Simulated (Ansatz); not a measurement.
Before relaxation, H put at a bridge Cu-Cu site (Cu, Fm-3m (No. 225), (1 1 0) face):

```xyz
7
Lattice="2.5197 0.0000 0.0000 0.0000 3.5634 0.0000 0.0000 0.0000 25.2992" Properties=species:S:1:pos:R:3 pbc="T T T"
Cu    1.2598    1.7817    8.5000
Cu    0.0000    0.0000    9.7598
Cu    1.2598    1.7817   11.0197
Cu    0.0000    0.0000   12.2644
Cu    1.2598    1.7817   13.5797
Cu    0.0000    0.0000   14.7051
H     0.0000    1.7817   14.6251
```

Method: DFT PBEsol, scalar-relativistic, plane waves, PAW (Ansatz). Cutoff 420 eV; k points 11×8×1 on the computed 7-atom cell (Γ-centred); Gaussian smearing, width 0.10 eV; no spin polarisation. The cell repeats along c with a dipole correction in the vacuum.

Atoms 1, 2, 3 (counted from 1) are held. The cell is fixed. Force threshold 0.03 eV/Å.

Question: Where does it end?

Answer: The energy falls by 0.144 eV in 5 steps, to:

```xyz
7
Lattice="2.5197 0.0000 0.0000 0.0000 3.5634 0.0000 0.0000 0.0000 25.2992" Properties=species:S:1:pos:R:3 pbc="T T T"
Cu    1.2598    1.7817    8.5000
Cu    0.0000    0.0000    9.7598
Cu    1.2598    1.7817   11.0197
Cu    0.0000    0.0000   12.2458
Cu    1.2598    1.7817   13.6100
Cu    0.0000    0.0000   14.7503
H     0.0000    1.7817   14.9280
```

The end is the local minimum or symmetric point that this start leads to. The slab is only 6.3 Å thick, so the energy isn't converged with thickness.

Cost: 1 run of about 2.3 core-minutes, on Intel Xeon 6975P-C (Granite Rapids) (shared hosts).